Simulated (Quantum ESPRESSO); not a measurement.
**SiC (Moissanite 6H) under changes of volume**

One of the cells (10.487 Å³/atom); the others are scaled copies at fixed shape and fractional positions:

```
CELL_PARAMETERS angstrom
3.09500 0.00000 0.00000
-1.54750 2.68035 0.00000
0.00000 0.00000 15.17000
ATOMIC_POSITIONS crystal
Si 0.66667 0.33333 0.45830
Si 0.33333 0.66667 0.95830
Si 0.66667 0.33333 0.79170
Si 0.33333 0.66667 0.29170
Si 0.00000 0.00000 0.62500
Si 0.00000 0.00000 0.12500
C 0.66667 0.33333 0.33330
C 0.33333 0.66667 0.83330
C 0.66667 0.33333 0.66670
C 0.33333 0.66667 0.16670
C 0.00000 0.00000 0.50000
C 0.00000 0.00000 0.00000
```

* Program: Quantum ESPRESSO 7.5
* Functional: LDA
* Potentials or basis: GBRV 1.5 LDA
* Cutoff: 612 eV
* Density cutoff: 4898 eV
* k mesh: 10 × 10 × 2
* Occupations: fermi-dirac, width 0.05 eV
* Spin: no spin polarisation

| volume (Å³/atom) | energy over the lowest point (meV/atom) | pressure (GPa) | gap on the mesh (eV) | largest force (eV/Å) |
| --- | --- | --- | --- | --- |
| 9.858 | 5.47 | 6.7 | 1.97 | 0.155 |
| 10.068 | 0.00 | 1.5 | 1.97 | 0.151 |
| 10.277 | 0.95 | -3.2 | 1.98 | 0.148 |
| 10.487 | 7.71 | -7.4 | 1.98 | 0.144 |
| 10.697 | 19.74 | -11.2 | 1.98 | 0.141 |
| 10.907 | 36.52 | -14.6 | 1.98 | 0.138 |
| 11.116 | ? | ? | ? | ? |

**Question.** What does the run at 11.116 Å³/atom give?

**Answer.** Energy over the lowest point 57.60 meV/atom; pressure -17.7 GPa; gap on the mesh 1.99 eV; largest force 0.135 eV/Å.

Worked out: A Birch-Murnaghan fit of order 3 (a polynomial in V^(-2/3)) to the other rows has its minimum at 10.14 Å³/atom with B0 = V·E''(V) = 229 GPa and B' = 3.9 at fixed shape and positions, which overstates the stiffness. It gives 57.50 meV/atom at 11.116 Å³/atom, against the run's 57.60, and -dE/dV = -17.6 GPa, against -17.7. A straight line through the other rows of the gap, of slope 0.114 eV per unit of ln V, extrapolates to 1.98 eV, against the run's 1.99.

Energies are extrapolated to zero smearing.

A mesh can miss the band edges.
